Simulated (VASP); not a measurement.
A run of VASP 6.6.1 is set up as follows.

Contents of POSCAR:

```
CdO                                     
1.0
   -0.0000000000      2.3260842899      2.3260842899
    2.3260842899     -0.0000000000      2.3260842899
    2.3260842899      2.3260842899      0.0000000000
  Cd              O             
     1     1
Direct
     0.0000000000000000    0.0000000000000000    0.0000000000000000
     0.5000000000000000    0.5000000000000000    0.5000000000000000
```

The input INCAR.step1:

```
PREC = Accurate
ENCUT = 520
EDIFF = 1E-5
ISMEAR = -1
SIGMA = 0.05
LREAL = False
LASPH = True
NELM = 100
ALGO = Normal
ISIF = 2
LWAVE = True
NBANDS = 16
GGA = PE
```

The input INCAR.step2:

```
PREC = Accurate
ENCUT = 520
EDIFF = 1E-6
ISMEAR = -1
SIGMA = 0.05
LREAL = False
LASPH = True
NELM = 100
ALGO = Normal
ISIF = 2
LWAVE = False
LCHARG = True
METAGGA = MBJ
LELF = True
LVHAR = True
NBANDS = 16
ISTART = 1
```

KPOINTS

```
Automatic mesh
0
Gamma
  10 10 10
```

Potentials or basis: VASP PAW PBE potentials, release 64 (Cd, O).

Launch:

```console
$ cat potpaw_PBE.64/Cd/POTCAR potpaw_PBE.64/O/POTCAR > POTCAR
$ cp INCAR.step1 INCAR
$ mpirun -np 1 vasp_std > vasp.out
$ cp INCAR.step2 INCAR
$ mpirun -np 1 vasp_std > vasp.out
```

Q: What does it give for the band gap on the k mesh?

A: 1.49 eV, indirect (least direct gap 2.88 eV).

 A k mesh can miss the band edges.
